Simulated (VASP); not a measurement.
Here is a VASP 6.6.1 calculation.

POSCAR

```
MgO2
1.0
    1.6047610160      0.9265092046      3.4939788749
   -1.6047610160      0.9265092046      3.4939788749
    0.0000000000     -1.8530184092      3.4939788749
Mg O
1 2
Direct
    0.0000000000      0.0000000000      0.0000000000
    0.5712140000      0.5712140000      0.5712140000
    0.4287860000      0.4287860000      0.4287860000
```

File INCAR.step1:

```
SYSTEM = MgO2
  ALGO = Normal
  EDIFF = 1E-8
  ENCUT = 500
  GGA = PS
  ISMEAR = 0
  KPAR = 4
  LASPH = .True.
  LCHARG = .False.
  LREAL = .False.
  LWAVE = .True.
  NELM = 60
  PREC = Accurate
  SIGMA = 0.01
```

The input INCAR.step2:

```
SYSTEM = MgO2
  ALGO = Exact
  EDIFF = 1E-8
  ENCUT = 500
  GGA = PS
  ISMEAR = 0
  ISTART = 1
  KPAR = 4
  LASPH = .True.
  LCHARG = .False.
  LOPTICS = .True.
  LREAL = .False.
  LWAVE = .True.
  NBANDS = 207
  NELM = 1
  PREC = Accurate
  SIGMA = 0.01
```

INCAR.step3

```
SYSTEM = MgO2
  ALGO = EVGW0
  EDIFF = 1E-8
  ENCUT = 500
  ENCUTGW = 200
  GGA = PS
  ISMEAR = 0
  ISTART = 1
  KPAR = 4
  LASPH = .True.
  LCHARG = .False.
  LREAL = .False.
  LWAVE = .False.
  NBANDS = 207
  NBANDSGW = 15
  NELMGW = 4
  NOMEGA = 50
  PREC = Accurate
  PRECFOCK = Fast
  SIGMA = 0.01
```

Contents of KPOINTS:

```
k-points
0
Gamma
  6 6 6
  0 0 0
```

Potentials or basis: VASP PAW PBE potentials, release 64 (Mg_GW, O_GW).

Run with:

```sh
$ cat potpaw_PBE.64/Mg_GW/POTCAR potpaw_PBE.64/O_GW/POTCAR > POTCAR
$ cp INCAR.step1 INCAR
$ mpirun -np 4 vasp_std > vasp.out
$ cp INCAR.step2 INCAR
$ mpirun -np 4 vasp_std > vasp.out
$ cp INCAR.step3 INCAR
$ mpirun -np 4 vasp_std > vasp.out
```

(1) What does it give for the quasiparticle gap?

(2) Predict the least direct quasiparticle gap.

(3) Estimate the band gap on the k mesh, mean-field level.

Results:

(1) 5.96 eV.

(2) 5.96 eV.

(3) 2.21 eV, direct.

Caveat: bands, screening cutoff and mesh are small and nothing is extrapolated, so the quasiparticle values aren't converged.
